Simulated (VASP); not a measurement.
## SnSe2: band structure with PBE

The system is SnSe2.

```
Sn Se
1.0
     3.84084    0.00000    0.00000
    -1.92042    3.32627    0.00000
     0.00000    0.00000    6.00733
Sn Se
1 2
Cartesian
  0.0000 0.0000 0.0000
  0.0000 2.2175 1.5950
  1.9204 1.1088 4.4123
```

```yaml
Program: VASP 6.6.1
Task: band structure
Functional: PBE
Potentials_or_basis: VASP PAW PBE potentials, release 64 (Sn_d, Se)
Cutoff: 520 eV
k_mesh: 6 × 6 × 3
Occupations: gaussian, width 0.03 eV
Spin: no spin polarisation
Grid_for_exact_exchange_PRECFOCK: Fast
Further_INCAR_settings: ALGO = Fast; EDIFF = 1e-07
```

```
Pressure                : 2.4 GPa
Largest force           : 0.072 eV/Å
Band gap on the k mesh  : 0.51 eV, indirect (least direct gap 0.81 eV)
Band gap along the path : 0.72 eV, indirect (least direct gap 0.81 eV)
```

Forces on the atoms (eV/Å):
```
Sn   0.000  0.000  0.000
Se   0.000  0.000 -0.072
Se   0.000  0.000  0.072
```

Levels at points of the mesh, in eV from the valence-band top:
| k point | band 10 | band 11 | band 12 | band 13 | band 14 | band 15 | band 16 | band 17 |
| --- | --- | --- | --- | --- | --- | --- | --- | --- |
| (0.00, 0.00, 0.00) | -0.64 | -0.48 | -0.48 | -0.04 | 0.77 | 2.99 | 4.55 | 4.55 |
| (0.50, 0.00, 0.00) | -3.17 | -2.59 | -1.61 | -0.30 | 1.18 | 3.57 | 4.95 | 5.07 |

Wall time 8.9 s on 4 MPI ranks on Intel(R) Xeon(R) 6975P-C (Granite Rapids), on a shared host, peak memory 0.22 GiB a rank.

Caveat: spin-orbit coupling is left out, which moves the levels of the heavy elements.
